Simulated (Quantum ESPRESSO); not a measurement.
# SnSe2: equation of state with PBE

SnSe2:

```
Sn Se
1.0
     3.81100    0.00000    0.00000
    -1.90550    3.30042    0.00000
     0.00000    0.00000    6.13600
Sn Se
1 2
Direct
  0.00000 0.00000 0.00000
  0.66667 0.33333 0.75100
  0.33333 0.66667 0.24900
```

* Program: Quantum ESPRESSO 7.5
* Task: equation of state
* Functional: PBE
* Potentials or basis: SSSP 1.3 efficiency PBE
* Cutoff: 816 eV
* Density cutoff: 6531 eV
* k mesh: 8 × 8 × 5
* Occupations: fermi-dirac, width 0.05 eV
* Spin: no spin polarisation
* Mixing beta: 0.5
* Most SCF iterations: 120
* SCF threshold: 6e-10 Ry

| Property | Result |
| --- | --- |
| Equilibrium volume | 27.92 Å³/atom (rough: see the caveat) |
| Bulk modulus at fixed shape and positions | 57 GPa (rough) |

Energy against volume, from the lowest point:
```tsv
volume (Å³/atom)	energy (meV/atom)
24.182	114.39
24.697	80.88
25.212	53.99
25.726	33.03
26.241	17.40
26.755	6.55
27.270	0.00
```

All runs of the series together: 8.4 min on 1 thread of Arm Neoverse V1, on a shared host.

Caveat: the minimum lies outside the volumes run; the cell was scaled at fixed shape and fractional positions, which overstates the stiffness of a crystal with free parameters, most of all of layers and chains; this functional lacks dispersion, which binds the layers, so the pressure and a relaxed spacing across them are unreliable.
